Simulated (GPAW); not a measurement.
# GaN (F-43m) in GPAW: notebook, part 2 of 2

GPAW 26.7.0. The steps go on from the part before.

## 3. Single point, PBE

Input file run.py:

```python
from ase import Atoms
from ase.dft.bandgap import bandgap
from ase.io import write
from ase.units import GPa
from gpaw import GPAW, PW

atoms = Atoms(['Ga', 'N'],
              cell=[[0.0, 2.2535006075, 2.2535006075],
                    [2.2535006075, 0.0, 2.2535006075],
                    [2.2535006075, 2.2535006075, 0.0]],
              scaled_positions=[[0.0, 0.0, 0.0],
                                [0.25, 0.25, 0.25]],
              pbc=True)

calc = GPAW(mode=PW(600),
            xc='PBE',
            kpts={'size': (8, 8, 8), 'gamma': True},
            occupations={'name': 'fermi-dirac', 'width': 0.05},
            nbands=11,
            maxiter=120,
            txt='gpaw.txt')
atoms.calc = calc
energy = atoms.get_potential_energy()
forces = atoms.get_forces()
stress = atoms.get_stress()
calc.write('gs.gpw')
write('result.traj', atoms)
print(f'Energy: {energy:.6f} eV')
print('Forces (eV/A):')
print(forces.round(4))
print('Stress (GPa):', (stress / GPa).round(3))
print('Fermi level:', round(calc.get_fermi_level(), 4), 'eV')
print(f'Gap: {bandgap(calc)[0]:.4f} eV, direct: {bandgap(calc, direct=True)[0]:.4f} eV')
```

Potentials or basis: GPAW PAW data sets (gpaw-data 1.2.1), pw.

Launch:

```console
> OMP_NUM_THREADS=1 python run.py
```

gpaw.txt:

```text
__  _  _
 | _ |_)|_||  |
 |__||  | ||/\| - 26.7.0

Input parameters:
  mode=PW(ecut=600.0),
  kpts=MonkhorstPack(size=(8, 8, 8), gamma=True),
  maxiter=120,
  nbands=11,
  occupations=Occupations(name='fermi-dirac', width=0.05),
  xc=XC(name='PBE')

Diagonalizing LCAO Hamiltonian
Converting LCAO to pw mode

           N
       Ga

Atoms  # Å, Bohr magnetons
|   | symbol |        x |        y |        z |    initial magnetic moments |
|---|--------|----------|----------|----------|-----------------------------|
| 0 |     Ga | 0.000000 | 0.000000 | 0.000000 | ( 0.0000,  0.0000,  0.0000) |
| 1 |      N | 1.126750 | 1.126750 | 1.126750 | ( 0.0000,  0.0000,  0.0000) |

Unit cell  # Å
| periodic |        x |        y |        z |  lengths |    angles |
|----------|----------|----------|----------|----------|-----------|
|      yes | 0.000000 | 2.253501 | 2.253501 | 3.186931 | 60.000000 |
|      yes | 2.253501 | 0.000000 | 2.253501 | 3.186931 | 60.000000 |
|      yes | 2.253501 | 2.253501 | 0.000000 | 3.186931 | 60.000000 |

Number of symmetries: 24
Symmetry operations  # r_c * U_cc + t_c -> r_c
|    | kind |            matrix            |
|----|------|------------------------------|
|  0 |  E   |  1, 0, 0,  0, 1, 0,  0, 0, 1 |
|  1 |  σ   |  1, 0, 0,  0, 0, 1,  0, 1, 0 |
|  2 |  σ   |  1, 0,-1,  0, 1,-1,  0, 0,-1 |
|  3 |  C3  |  1, 0,-1,  0, 0,-1,  0, 1,-1 |
|  4 |  C3  |  1,-1, 0,  0,-1, 1,  0,-1, 0 |
|  5 |  σ   |  1,-1, 0,  0,-1, 0,  0,-1, 1 |
|  6 |  σ   |  0, 1, 0,  1, 0, 0,  0, 0, 1 |
|  7 |  C3  |  0, 1, 0,  0, 0, 1,  1, 0, 0 |
|  8 |  C2  |  0, 1,-1,  1, 0,-1,  0, 0,-1 |
|  9 |  S4  |  0, 1,-1,  0, 0,-1,  1, 0,-1 |
| 10 |  C3  |  0, 0, 1,  1, 0, 0,  0, 1, 0 |
| 11 |  σ   |  0, 0, 1,  0, 1, 0,  1, 0, 0 |
| 12 |  S4  |  0, 0,-1,  1, 0,-1,  0, 1,-1 |
| 13 |  C3  |  0, 0,-1,  0, 1,-1,  1, 0,-1 |
| 14 |  S4  |  0,-1, 1,  1,-1, 0,  0,-1, 0 |
| 15 |  C2  |  0,-1, 1,  0,-1, 0,  1,-1, 0 |
| 16 |  C3  |  0,-1, 0,  1,-1, 0,  0,-1, 1 |
| 17 |  S4  |  0,-1, 0,  0,-1, 1,  1,-1, 0 |
| 18 |  S4  | -1, 1, 0, -1, 0, 1, -1, 0, 0 |
| 19 |  C3  | -1, 1, 0, -1, 0, 0, -1, 0, 1 |
| 20 |  C3  | -1, 0, 1, -1, 1, 0, -1, 0, 0 |
| 21 |  S4  | -1, 0, 1, -1, 0, 0, -1, 1, 0 |
| 22 |  σ   | -1, 0, 0, -1, 1, 0, -1, 0, 1 |
| 23 |  C2  | -1, 0, 0, -1, 0, 1, -1, 1, 0 |

BZ-sampling:
  Number of BZ points: 512
  Number of IBZ points: 29

  Monkhorst-Pack size: [8, 8, 8]
  Monkhorst-Pack shift: [0.0625, 0.0625, 0.0625]

K-points  # in reciprocal-cell coordinates
|     |                                coordinates |     weight |
|-----|--------------------------------------------|------------|
|   0 | (  0.00000000,   0.00000000,   0.00000000) | 0.00195312 |
|   1 | (  0.12500000,   0.12500000,   0.00000000) | 0.01171875 |
|   2 | (  0.12500000,   0.12500000,   0.12500000) | 0.01562500 |
|   3 | (  0.25000000,   0.12500000,   0.12500000) | 0.02343750 |
|   4 | (  0.25000000,   0.25000000,   0.00000000) | 0.01171875 |
|   5 | (  0.25000000,   0.25000000,   0.12500000) | 0.04687500 |
|   6 | (  0.25000000,   0.25000000,   0.25000000) | 0.01562500 |
|   7 | (  0.37500000,   0.25000000,  -0.37500000) | 0.04687500 |
|   8 | (  0.37500000,   0.25000000,   0.12500000) | 0.04687500 |
|   9 | (  0.37500000,   0.25000000,   0.25000000) | 0.04687500 |
| ... |                                            |            |
|  28 | (  0.50000000,   0.50000000,   0.50000000) | 0.00781250 |

Plane wave coefficients: 778
Cutoff: 600.0 eV

Spin-components: 1 (collinear spins)
Bands:           11
Projectors:      10
Spin-degeneracy: 2
Datatype:        complex128

Parallelization:
  kpt:    1
  domain: 1
  band:   1

Density:
  Valence electrons: 8.0
  Components: 1
  Grid points: [20 20 20]
  Charge: 0.0  # |e|

Potential:
  Grid points: [20 20 20]

species:
  Ga:
    name:    Gallium
    Z:       31.0
    valence: 3
    core:    28
    charge:  0.0  # [|e|]
    compensation charges:
      type: gauss
      rc: 0.37  # [Å]
      lmax: 2
    cutoffs:
      filter: 2.06  # [Å]
      core: 4.17  # [Å]
    projectors
    | kind |    occ | energy [eV] | rcut [Å] |
    |------|--------|-------------|----------|
    |   4s |  2.000 |      -8.945 |    1.164 |
    |   4p |  1.000 |      -2.580 |    1.164 |
    |    s |        |      18.266 |    1.164 |
    |    p |        |      24.631 |    1.164 |
    |    d |        |       0.000 |    1.164 |

    Using partial waves for Ga as LCAO basis

  N:
    name:    Nitrogen
    Z:       7.0
    valence: 5
    core:    2
    charge:  0.0  # [|e|]
    compensation charges:
      type: gauss
      rc: 0.18  # [Å]
      lmax: 2
    cutoffs:
      filter: 1.11  # [Å]
      core: 0.96  # [Å]
    projectors
    | kind |    occ | energy [eV] | rcut [Å] |
    |------|--------|-------------|----------|
    |   2s |  2.000 |     -18.583 |    0.603 |
    |   2p |  3.000 |      -7.089 |    0.529 |
    |    s |        |       8.629 |    0.603 |
    |    p |        |      20.123 |    0.529 |
    |    d |        |       0.000 |    0.577 |

    Using partial waves for N as LCAO basis

Reference energy: -54366.393033  # eV

eigensolver:
  PPCG
  Converge bands: occupied
  niter=2

density mixing:
  MSR1-Mixer
  Pratt-step length: 0.05
  Maximum mixing coefficient: 0.75
  Old densities: 10
  SVD Regularization: 0.005
  Good broyden scale: 1.0
  Trust region scale: 1.0
  Backstep threshold: 4.0
  History deletion threshold: 6.0
  Fourier metric: weight=20.0, sigma=0.015

occupation numbers:
  Fermi-Dirac:
    width: 0.0500  # eV

poisson solver:
  ecut: 4800.0  # eV

xc functional:
  name: PBE with 2 nearest neighbor stencil

convergence criteria:
- Maximum [total energy] change in last 3 cyles: 0.0005 eV / valence electron
- Maximum integral of absolute [dens]ity change: 0.0001 electrons / valence electron
- Maximum integral of absolute [eigenst]ate change: 4e-08 eV^2 / valence electron
maximum number of iterations: 120

SCF iterations
|iter     | |      energy | eigst |  dens |
|---------|-|-------------|-------|-------|
|iter:   1| |  -13.683373 | -0.32 |       |
|iter:   2| |  -13.206661 | -2.06 | -0.57 |
|iter:   3| |  -11.920659 | -0.70 | -0.62 |
|iter:   4| |  -11.919030 | -3.24 | -1.30 |
|iter:   5| |  -11.919787c| -3.52 | -1.57 |
|iter:   6| |  -11.919814c| -5.55 | -2.84 |
|iter:   7| |  -11.919827c| -6.23 | -3.17 |
|iter:   8| |  -11.919827c| -8.37c| -4.37c|

Converged in 8 steps
Energy contributions relative to reference atoms: (reference = -54366.393033)

Energy contributions:
  Kinetic:          33.000006
  Coulomb:         -28.728974
  Zero:              0.055508
  External:          0.000000
  Xc:              -16.246368
  Entropy:          -0.000000
  Spinorbit:         0.000000
  ----------------------------
  Free energy:     -11.919827
  Extrapolated:    -11.919827

dipole moment: (-12.570911, -12.570911, -12.570911)  # |e|*Ang

Fermi level: 7.332
Eigenvalues  # (at kpt = [0.000, 0.000, 0.000])
| band index |      eig [eV] | occ [0-2] |
|------------|---------------|-----------|
|          0 |        -9.481 |     2.000 |
|          1 |         6.408 |     2.000 |
|          2 |         6.408 |     2.000 |
|          3 |         6.408 |     2.000 |
|          4 |         8.212 |     0.000 |
|          5 |        16.801 |     0.000 |
|          6 |        16.801 |     0.000 |
|          7 |        16.801 |     0.000 |
|          8 |        24.093 |     0.000 |
|          9 |        24.823 |     0.000 |
|         10 |        24.826 |     0.000 |

Gap: 1.804 eV
Transition (v -> c):
  (s=0, k=0, n=3, [0.00, 0.00, 0.00]) -> (s=0, k=0, n=4, [0.00, 0.00, 0.00])
No difference between direct/indirect transitions

Forces  # eV/Ang
|        x |       y |       z |
|----------|---------|---------|
|  0.00000 | 0.00000 | 0.00000 |  # Ga   0
| -0.00000 | 0.00000 | 0.00000 |  # N    1

Stress tensor  # eV/Ang^3
|         x |         y |         z |
|-----------|-----------|-----------|
| -0.043923 |  0.000000 |  0.000000 |
|  0.000000 | -0.043923 |  0.000000 |
|  0.000000 |  0.000000 | -0.043923 |

# Writing to gs.gpw (mode='')
```

Run time: 19 s. Hardware: 1 thread of Intel Xeon at 2.50GHz (Skylake/Cascade Lake), shared host; peak memory 0.13 GiB.

What came out:

```yaml
Free_energy: -11.9198 eV
Pressure: 7.0 GPa
Band_gap_on_the_k_mesh: 1.80 eV, direct
```

Caveat: the cutoff is short for stress and forces, so pressures can be off by a GPa or more.

## 4. Single point, BHandHLYP

Input file run.py:

```python
from ase.dft.bandgap import bandgap
from ase.io import read, write
from gpaw import GPAW, PW

atoms = read('GaN.xyz')

calc = GPAW(mode=PW(600),
            xc={'name': 'HYB_GGA_XC_BHANDHLYP', 'fraction': 0.5, 'omega': 0.0, 'backend': 'pw'},
            kpts={'size': (5, 5, 5), 'gamma': True},
            occupations={'name': 'fermi-dirac', 'width': 0.05},
            nbands=9,
            convergence={'density': 1e-05, 'energy': 1e-05},
            maxiter=60,
            txt='gpaw.txt')
atoms.calc = calc
energy = atoms.get_potential_energy()
calc.write('gs.gpw')
write('result.traj', atoms)
print(f'Energy: {energy:.6f} eV')
print('Fermi level:', round(calc.get_fermi_level(), 4), 'eV')
print(f'Gap: {bandgap(calc)[0]:.4f} eV, direct: {bandgap(calc, direct=True)[0]:.4f} eV')
```

Input file GaN.xyz:

```xyz
2
Lattice="0.0000000000 2.2535006075 2.2535006075 2.2535006075 0.0000000000 2.2535006075 2.2535006075 2.2535006075 0.0000000000" Properties=species:S:1:pos:R:3 pbc="T T T"
Ga     0.0000000000      0.0000000000      0.0000000000
N      1.1267503038      1.1267503038      1.1267503038
```

Launch:

```console
> OMP_NUM_THREADS=1 python run.py
```

Wall time 26 min (1 thread of Intel Xeon Platinum 8375C at 2.90GHz (Ice Lake), shared host); peak memory 0.26 GiB.

The run converged. Its results:

```yaml
Free_energy: -18.9468 eV
Band_gap_on_the_k_mesh: 6.00 eV, direct
```

Levels at points of the mesh, in eV from the valence-band top:
| k point | band 1 | band 2 | band 3 | band 4 | band 5 |
| --- | --- | --- | --- | --- | --- |
| (0.00, 0.00, 0.00) | -18.87 | 0.00 | 0.00 | 0.00 | 6.00 |

Caveat: the k mesh is coarse (spacing up to 0.48 Å⁻¹), so the values aren't converged, least of all with exact exchange; the PAW data sets were made with another functional, which shifts forces and pressure a little.

## 5. Summary

| level | k mesh | cutoff (eV) | maxiter | convergence | other keys | mesh quality | gap on the mesh (eV) | pressure (GPa) |
| --- | --- | --- | --- | --- | --- | --- | --- | --- |
| PBE | 10 × 10 × 10 | 1200 | 50 | - | several, not listed | not flagged | 1.84 | 13.1 |
| PBE | 8 × 8 × 8 | 600 | 120 | default | - | not flagged | 1.80 | 7.0 |
| BHandHLYP | 5 × 5 × 5 | 600 | 60 | - | - | coarse | 6.00 | - |

Alike in all rows: task single point; potentials or basis GPAW PAW data sets (gpaw-data 1.2.1), pw; no spin polarisation; cell as given; smearing fermi-dirac 0.05 eV.

Caveats: some runs use coarse meshes; the cutoff is short for stress and forces, so pressures can be off by a GPa or more (some runs); the PAW data sets were made with another functional, which shifts forces and pressure a little (some runs).

Absolute energies hang on the potentials; compare differences alone.

## 6. Comparison with measurements

Step 3. A measured gap of GaN is 3.299 eV (direct; 0 K; a printed reference work, textbook); the calculated 1.80 eV misses it by -1.50 eV. Spin-orbit coupling on Ga is left out. The value is that of PBE, without temperature or zero-point motion. Semilocal functionals fall short of measured gaps as a rule. The cell is a database's relaxed one, not the measured one, which moves gaps too.
